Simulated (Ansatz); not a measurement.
The calculation used DFT PBE, scalar-relativistic, plane waves, PAW in Ansatz 0.2.0. Settings: cutoff 420 eV, Γ-centred meshes spaced at most about 0.3 Å⁻¹, and about 0.25 Å⁻¹ or finer for metals (2π included), Gaussian smearing. No spin polarisation.

All energies are static (0 K, no zero-point motion).

Question: Which of these relaxed structures of TaH₄ is the lowest in energy?
1.

```xyz
5
Lattice="-2.2748 2.2748 1.4468 2.2748 -2.2748 1.4468 2.2748 2.2748 -1.4468" Properties=species:S:1:pos:R:3 pbc="T T T"
Ta    0.0000    0.0000    1.4468
H     3.2295    0.4993    0.0000
H     1.7755    0.9547    1.4468
H     0.4993    1.3202    0.0000
H    -0.9547    1.7755    1.4468
```

2.

```xyz
5
Lattice="2.8622 0.0000 0.0000 -1.4311 2.4787 0.0000 0.0000 0.0000 8.8387" Properties=species:S:1:pos:R:3 pbc="T T T"
Ta    0.0000    0.0000    0.0000
H     0.0000    0.0000    4.0454
H     0.0000    0.0000    4.7934
H     1.4311    0.8262    7.6967
H     0.0000    1.6525    1.1420
```

Answer: 2. The other, cell 1, lies 50 meV/atom higher. Forms: cell 2 P-3m1; cell 1 I4/m. Counting H atoms around Ta (those within 1.25 times the shortest such distance or 1.15 times the sum of covalent radii, 1.27 where that leaves under three): cell 2 has Ta 6; cell 1 has Ta 12. Cell 2 holds H–H pairs as short as in free H₂ molecules (shortest 0.75 Å); in cell 1 the shortest H–H distance is 1.96 Å. Both come from invented guesses. The lowest form computed isn't among them: it has space group Immm (No. 71), 6.5 Å³/atom and lies 59 meV/atom below the best shown. Even the lowest of the cells shown lies +0.10 eV/atom against the elements.

Weakly bound directions are ill-defined at this level, which has no dispersion term (P-3m1), and this can change margins and order among such cells. These runs have no spin–orbit coupling, which can matter for Ta. With hydrogen, zero-point motion can shift such differences by 10 meV/atom or more. Cells relaxed within their symmetry can be saddle points. Some structure types and database cells were kept out of the candidates from the start, so a known form may be missing.
